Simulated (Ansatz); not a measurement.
# Generalised stacking fault in ZnS

These are results of DFT PBE, scalar-relativistic, plane waves, PAW (Ansatz 0.2.0), not measurements. Settings: plane waves to 420 eV, k-mesh 8×8×2 (Γ-centred), Gaussian smearing 0.05 eV. No spin polarisation. Energies are free energies at this smearing, counted from the undisturbed cell; pressure is positive in compression.

The undisturbed cell (relaxed at this level):

```yaml
crystal:
  lattice:
    - [-3.84672, 0.00000, 0.00000]
    - [-1.92336, -3.33136, 0.00000]
    - [0.00000, 0.00000, 12.59023]
  atoms:
    - { symbol: Zn, position: [0.00000, 0.00000, 0.65625] }
    - { symbol: Zn, position: [0.00000, 0.00000, 0.15625] }
    - { symbol: Zn, position: [0.33333, 0.33333, 0.90622] }
    - { symbol: Zn, position: [0.66667, 0.66667, 0.40622] }
    - { symbol: S, position: [0.00000, 0.00000, 0.84349] }
    - { symbol: S, position: [0.00000, 0.00000, 0.34349] }
    - { symbol: S, position: [0.33333, 0.33333, 0.09384] }
    - { symbol: S, position: [0.66667, 0.66667, 0.59384] }
```

The cut lies on the cell's a–b face, a (0 0 1) plane (indices in the standard cell, whose axes needn't be the Cartesian ones shown) of area 12.81 Å², between layers 2.36 Å apart. Vector c is tilted by f times 1·a + 0·b (length 3.847 Å) with the atoms' Cartesian places fixed: one unrelaxed fault a cell.

| f | γ (mJ/m²) |
| --- | --- |
| 0.0000 | 0 |
| 0.1000 | 58 |
| 0.2000 | 238 |
| 0.3000 | 518 |
| 0.4000 | 799 |
| 0.5000 | 922 |

(1) Predict the gap on the mesh (eV) at each point.

Answers

(1)
| f | gap on the mesh (eV) |
| --- | --- |
| 0.0000 | 2.05 |
| 0.1000 | 1.98 |
| 0.2000 | 1.84 |
| 0.3000 | 1.66 |
| 0.4000 | 1.45 |
| 0.5000 | 1.36 |